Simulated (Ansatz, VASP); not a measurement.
**One calculation of Cl, two programs**

File INCAR:

```
PREC = Accurate
ENCUT = 520
EDIFF = 1E-6
ISMEAR = -1
SIGMA = 0.08
LREAL = False
LASPH = True
NELM = 80
ALGO = Normal
ISIF = 2
LWAVE = False
LCHARG = True
GGA = PS
LELF = True
LVHAR = True
NBANDS = 10
```

KPOINTS

```
regular mesh
0
Gamma
  15 15 15
```

The input POSCAR:

```
Cl
1.0
    2.0529811761      0.0000000000      0.0000000000
    0.0000000000      2.0529811761      0.0000000000
    0.0000000000      0.0000000000      2.0529811761
Cl
1
Direct
    0.0000000000      0.0000000000      0.0000000000
```

Input for Ansatz:

```yaml
crystal:
  lattice:
    - [2.0529811761, 0.0, 0.0]
    - [0.0, 2.0529811761, 0.0]
    - [0.0, 0.0, 2.0529811761]
  atoms:
    - { symbol: Cl, position: [0.0, 0.0, 0.0] }
kpoints:
  mp_grid: { grid: [15, 15, 15] }
scf:
  occupations: { method: fermi_dirac, width: 0.08 }
hamiltonian:
  xc: pbesol
  pseudopotentials: { kind: paw, source: ansatz }
output:
  forces: true
  stress: true
  eigenvalues: true
```

Change from the starting cell: volume scaled by 0.4, PAW files, source ansatz.

Alike in both runs: task single point; functional PBEsol; k mesh 15 × 15 × 15; occupations fermi-dirac, width 0.08 eV; no spin polarisation.

|  | VASP | Ansatz |
| --- | --- | --- |
| version | VASP 6.6.1 | Ansatz 0.2.0 |
| potentials or method | VASP PAW PBE potentials, release 64 (Cl) | PAW with other files of Ansatz's library (source ansatz), scalar-relativistic |
| plane-wave cutoff (eV) | 520 | 660 |
| valence electrons in the cell | 7 | 7 |

```tsv
	VASP	Ansatz	Ansatz less VASP
pressure (GPa)	243.2	239.9	-3.33
```

Caveats: the cell as given lies far from equilibrium; so large a pressure means that the cell lies far from this level's equilibrium, or that cutoff or potentials fall short (VASP); the potentials were made for another functional, which shifts forces and pressure (VASP); an odd number of electrons without spin polarisation forces a metal; a magnetic or distorted state may lie lower.
